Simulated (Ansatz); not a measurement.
# Random alloy of the hcp Ru-Mo line, x = 0.25 (64 atoms), relaxed: mesh and functional compared

Which bonds does the relaxation leave, and how do forces and pressure change with k-mesh and functional?

Calculated with Ansatz 0.2.0: Kohn-Sham DFT, PBE, PAW (set soft_2), plane waves; cutoff 420 eV, k-mesh 2×2×2, fermi-dirac smearing of 0.1 eV.

**The cell**

The cell holds 64 atoms: 48 Ru and 16 Mo. Cell: a = 10.935 Å, b = 10.935 Å, c = 8.720 Å, α = 90.0°, β = 90.0°, γ = 120.0°. It derives from Ru (hcp Ru-Mo) and Mo, repeated 4×4×2. Hcp Ru-Mo: 64 atoms, 16 of 64 Ru sites given to Mo at random, cell and internal coordinates interpolated linearly between the end members (Vegard's rule); not relaxed, displaced by a Gaussian of 0.02 Å. Lattice constants are starting values near those of PBE.

Cell and atoms were relaxed with PBE. The walk converged after 5 steps by the program's count, with a largest force component of 0.0129 eV/Å; it began at an r.m.s. force component of 0.32 eV/Å. The edges went from 10.935, 10.935, 8.720 to 11.024, 11.012, 8.688 Å, and the volume from 14.109 to 14.273 Å³ an atom (+1.2 %).

The input of the reference single point:

```yaml
crystal:
  lattice:
    - [11.02376, 0.0038, -0.00503]
    - [-5.50859, 9.53551, 0.00138]
    - [-0.00401, -0.00104, 8.68836]
  atoms:
    - { symbol: Ru, position: [0.00097, 0.99961, 0.99992] }
    - { symbol: Ru, position: [0.0853, 0.16958, 0.25189] }
    - { symbol: Ru, position: [0.00011, 0.00056, 0.49958] }
    - { symbol: Ru, position: [0.08423, 0.16915, 0.74921] }
    [... 58 atom lines left out ...]
    - { symbol: Ru, position: [0.74926, 0.74914, 0.50057] }
    - { symbol: Ru, position: [0.8338, 0.91642, 0.74922] }
kpoints:
  mp_grid: { grid: [2, 2, 2] }
hamiltonian:
  xc: pbe
scf:
  occupations: { method: fermi_dirac, width: 0.1 }
output:
  forces: true
  stress: true
  populations: true
  dos:
    method: { smearing: { sigma: 0.08 } }
    de: 0.05
    projected: { site_lists: { Mo: [Mo], Ru: [Ru] } }
  eigenvalues: true
  write_density: true
  write_potential: true
  volumetric_format: npy
```

**Bonds after relaxation**

Neighbours by pair of elements; one cutoff, the widest of the pairs' first minima of g(r), serves all pairs of this metal:

| pair A-B | cutoff (Å) | bonds | mean length (Å) | spread (Å) | shortest (Å) | B about A | A about B |
| --- | --- | --- | --- | --- | --- | --- | --- |
| Ru-Ru | 3.18 | 210 | 2.72 | 0.035 | 2.65 | 8.75 | 8.75 |
| Ru-Mo | 3.18 | 156 | 2.73 | 0.044 | 2.63 | 3.25 | 9.75 |
| Mo-Mo | 3.18 | 18 | 2.77 | 0.051 | 2.65 | 2.25 | 2.25 |

How many atoms have how many bonded neighbours:

| element | mean | 12 |
| --- | --- | --- |
| Mo | 12 | 16 |
| Ru | 12 | 48 |

**Levels of theory**

Single points at the relaxed geometry:

| functional | k-mesh | pressure (GPa) | r.m.s. force component (eV/Å) | SCF cycles | time |
| --- | --- | --- | --- | --- | --- |
| PBE | 2×2×2 | 0.00 | 0.005 | 8 | 6.6 s |
| PBE | 3×3×3 | 0.08 | 0.029 | 8 | 11 s |
| r2SCAN | 2×2×2 | -5.54 | 0.039 | 13 | 12 s |
| PBEsol | 2×2×2 | -9.71 | 0.021 | 8 | 8 s |

Cutoffs: 420 eV for PBE and PBEsol; 500 eV for r2SCAN.

**Findings**

Every run has partly filled levels at the Fermi energy, as in a metal. Against the reference the pressure changes with r2SCAN by -5.5 GPa and PBEsol by -9.7 GPa; a negative change means a smaller volume than PBE would take. The denser mesh moves the energy by -2.5 meV/atom and the pressure by +0.08 GPa.

Limits: All single points share the geometry relaxed with PBE. One random arrangement of the atoms on their sites.

[Logs are printed without paths, hosts, clocks, repeated set-up lines and the standing remarks that a program may print on its own settings, such as how far it seeks lower states.]

[Hosts, paths, dates, database ids (printed as entryN), source tags and the programs' standing remarks are cut or masked in the printed files.]
